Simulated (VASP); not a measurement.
Input of a VASP 6.6.1 run:

The input INCAR:

```
PREC     = Accurate       # precision mode
ENCUT    = 520            # plane-wave cutoff, eV
EDIFF    = 1E-6           # SCF threshold, eV
ISMEAR   = 0              # smearing method
SIGMA    = 0.022          # smearing width, eV
LREAL    = False          # projectors in reciprocal space
LASPH    = True           # aspherical terms in the spheres
NELM     = 100            # most SCF steps
ALGO     = Normal         # electronic algorithm
ISIF     = 2              # what is computed and relaxed
LWAVE    = False          # write WAVECAR
LCHARG   = False          # write CHGCAR
GGA      = PE             # functional
NBANDS   = 11             # bands
```

The input KPOINTS:

```
regular mesh
0
Gamma
  12 12 12
```

POSCAR

```
BN
1.0
    1.2511217832      0.7223354983      3.3729344033
   -1.2511217832      0.7223354983      3.3729344033
    0.0000000000     -1.4446709966      3.3729344033
N B
1 1
Direct
    0.6672382000      0.6672382000      0.6672382000
    0.0003288000      0.0003288000      0.0003288000
```

Potentials or basis: VASP PAW PBE potentials, release 64 (N, B).

Launch:

```console
$ cat potpaw_PBE.64/N/POTCAR potpaw_PBE.64/B/POTCAR > POTCAR
$ mpirun -np 1 vasp_std > vasp.out
```

(1) Estimate the pressure.

(2) Predict the band gap on the k mesh.

Answers

(1) 3.6 GPa.

(2) 4.28 eV, indirect (least direct gap 4.70 eV).
